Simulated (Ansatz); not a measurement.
Zone-centre phonons of LiF at 3.5 GPa: input and output

The calculation used DFT r2SCAN+D3(BJ), scalar-relativistic, plane waves, PAW (Ansatz 0.2.0).

Launched with:
```bash
ansatz run input.yaml --threads 1 --pin off --max-ram 2560MiB --backend cpu --events-out ev --progress --plain --runs-dir out
```

Input (bare energies are in eV):
```yaml
crystal:
  lattice:
    - [0.0, 2.0945, 2.0945]
    - [2.0945, 0.0, 2.0945]
    - [2.0945, 2.0945, 0.0]
  atoms:
    - { symbol: Li, position: [0.0, 0.0, 0.0] }
    - { symbol: F, position: [0.25, 0.25, 0.25] }
basis:
  ecutwfc: 500
kpoints:
  mp_grid: { grid: [10, 10, 10] }
hamiltonian:
  xc: r2scan
  dispersion: d3bj
scf:
  occupations: { method: fixed }
output:
  eigenvalues: true
phonons:
  method: dfpt
  dielectric: true
  rigid_motions: translations
  eigenvectors: true
```

Results section of the output:
```
--- Phonons (Γ-DFPT): 2 representative perturbations + reference, on 171 of 1000 k-points (Σ response iterations 10) ---
  k mesh reduced under 4 symmetry operations, with k and −k counted as one. Each operation leaves every solved perturbation unchanged. A smaller set is not considered because the functional reads the kinetic-energy density
  ASR residual: 3.700e-4 → 0.000e0 eV/Å²; symmetrization residual: 9.909e-8 eV/Å²
  pairwise dispersion correction: d3bj (s6 = 1.0, s8 = 0.78981345, a1 = 0.49484001, a2_bohr = 5.73083694), with the weights of each atom's references fixed at the reference crystal's, and the forces and stress that the weights' published ...
  ASR residual per site (eV/Å²): 2.26e-6 3.70e-4
  Γ frequencies (cm⁻¹): 0.00 0.00 0.00 512.87 512.87 512.87
  ε∞ (high-frequency dielectric tensor):
        1.858285     0.000000    -0.000000
       -0.000000     1.858285     0.000000
        0.000000     0.000000     1.858285
  ε⁰ (static dielectric tensor: ions relaxed, cell fixed):
        3.753537     0.000000     0.000000
        0.000000     3.753537    -0.000000
        0.000000    -0.000000     3.753537
  ε⁰ − ε∞ (ionic part):
        1.895252     0.000000     0.000000
        0.000000     1.895252    -0.000000
        0.000000    -0.000000     1.895252
  softest optical mode at Γ: 512.87 cm⁻¹; the repairs (sum rule, projections) moved no ω² at Γ by more than (2.31 cm⁻¹)²
  Born effective charges Z* (e; rows j = field, columns β = displacement):
    site 0:
         0.97281   -0.00000    0.00000
         0.00000    0.97281   -0.00000
         0.00000   -0.00000    0.97281
    site 1:
        -0.97281    0.00000   -0.00000
        -0.00000   -0.97281    0.00000
        -0.00000    0.00000   -0.97281
  Z* charge neutrality: 9.597e-7 e pre-enforcement
  k-mesh period / interband length: 29.6 Å / 0.72 Å = 40.87 at k = (0.0000, 0.0000, 0.0000), direct gap 9.088 eV — 14 or more, which is no proof of convergence
  optical modes at Γ without the LO–TO term, one row a degenerate level:
      ω (cm⁻¹) modes IR ((D/Å)²/amu)
        512.87      3            12.8858
  optical modes at Γ + LO–TO along q̂ = [1.0000, 0.0000, 0.0000]:
      ω (cm⁻¹) modes IR ((D/Å)²/amu)
        512.87      2             8.5905
        728.90      1             4.2953
  optical modes at Γ + LO–TO along q̂ = [0.0000, 1.0000, 0.0000]:
      ω (cm⁻¹) modes IR ((D/Å)²/amu)
        512.87      2             8.5905
        728.90      1             4.2953
  optical modes at Γ + LO–TO along q̂ = [0.0000, 0.0000, 1.0000]:
      ω (cm⁻¹) modes IR ((D/Å)²/amu)
        512.87      2             8.5905
        728.90      1             4.2953
```

Time: 2 min on 1 thread of Arm Neoverse N1, with other jobs on the host, peak memory 2.3 GiB.

The cell is the ideal cubic zincblende prototype; this isn't the usual structure of the compound.